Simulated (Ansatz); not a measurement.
Calculated with Ansatz (gas phase, PBE0-D4/def2-TZVP geometries, no zero-point term in ΔE). CCSD(T)/CBS is the MP2 limit (def2-TZVPP, def2-QZVPP) plus CCSD(T) − MP2 in def2-TZVPP, frozen cores. Functionals use def2-TZVPP. B3LYP here is the variant with VWN-RPA as its local correlation; programs differ in this. Each species was taken in one conformer, which may not be the lowest.

Consider the formal exchange of groups at a B–C bond: `BCC=O` + `CO[Si](C)(O)F` → `B[Si](O)(F)OC` + `CCC=O`.

| level | ΔE (kJ/mol) | difference from CCSD(T)/CBS |
| --- | --- | --- |
| PBE-D4 | 91.7 | -0.4 |
| r2SCAN-D4 | 101.0 | 8.9 |
| PBE0-D4 | 93.5 | 1.4 |
| B2PLYP | 93.7 | 1.6 |
| PBE0 | 92.9 | 0.8 |
| B3LYP | 92.0 | -0.1 |
| SCS-MP2/def2-TZVPP | 91.1 | -1.0 |
| CCSD/def2-TZVPP | 89.7 | -2.4 |
| HF/def2-QZVPP | 89.0 | -3.1 |
| MP2/def2-QZVPP | 98.5 | 6.4 |
| CCSD(T)/CBS | 92.1 | 0 |

Largest T1 diagnostic among the species: 0.014.

CCSD(T)/CBS has its own doubt, a few kJ/mol and more with outer-core shells, so smaller differences from it don't rank the levels.
